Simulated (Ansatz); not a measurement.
**ScAl: equation of state**

An exercise on one series of results from a longer session: the logs are not shown, and one member is left open.

Computed with Ansatz 0.2.0 (DFT LDA, scalar-relativistic, unless a step's input says otherwise).

**The starting structure**

It takes space group Pm-3m (No. 221, cubic). The conventional cell has a = 3.370 Å, b = 3.370 Å, c = 3.370 Å, α = 90.00°, β = 90.00°, γ = 90.00°. Around Sc (site symmetry m-3m) lie 8 Al at 2.92 Å. Around Al (site symmetry m-3m) lie 8 Sc at 2.92 Å.

Structure file:

```xyz
2
Lattice="3.3703 0.0000 0.0000 0.0000 3.3703 0.0000 0.0000 0.0000 3.3703" Properties=species:S:1:pos:R:3 pbc="T T T"
Sc    1.6852    1.6852    1.6852
Al    0.0000    0.0000    0.0000
```

The cell is one relaxed in the Materials Project, used as it stands.

Atoms are numbered in the order of the input: Sc1, Al2.

Set-up of the first run:

input.yaml

```yaml
crystal:
  lattice:
    - [3.3021323095, 0.0, 0.0]
    - [0.0, 3.3021323095, 0.0]
    - [0.0, 0.0, 3.3021323095]
  atoms:
    - { symbol: Sc, position: [0.5, 0.5, 0.5] }
    - { symbol: Al, position: [0.0, 0.0, 0.0] }
kpoints:
  mp_grid: { grid: [10, 10, 10] }
scf:
  occupations: { method: fermi_dirac, width: 0.05 }
hamiltonian:
  xc: lda
  pseudopotentials: { kind: all_electron, lapw: { basis_error: 0.00025 } }
output:
  forces: true
  stress: true
  eigenvalues: true
```

Among the steps run: Volume × 0.9405, LAPW; Volume × 0.9405, PAW; Volume × 0.9405, crystal datasets; Volume × 0.97, LAPW; Volume × 0.97, PAW; Volume × 1.03, LAPW; Volume × 1.03, PAW; Volume × 1.06, LAPW; Volume × 1.06, PAW; Volume × 1.06, crystal datasets.

One table of the session follows, with a row left open; its other results are not shown here.

It belongs to the step «Fits». 

```
          method  volume (Å³/atom)  pressure (GPa)
            LAPW            18.003            0.43
            LAPW            18.568           -2.17
            LAPW            19.142           -4.40
            LAPW            19.717               ?
            LAPW            20.291           -7.86
             PAW            18.003            0.44
             PAW            18.568           -2.16
             PAW            19.142           -4.41
             PAW            19.717           -6.26
             PAW            20.291           -7.86
crystal datasets            18.003            0.43
crystal datasets            19.142           -4.40
crystal datasets            20.291           -7.86
```

Estimate the missing values for LAPW, 19.717.

**Answer.** pressure (GPa): -6.25. In the column «pressure (GPa)» it lies between PAW, 19.717 (-6.26) and PAW, 19.142 (-4.41).

Limits of these values: Warnings in the runs' records: crystal datasets made.
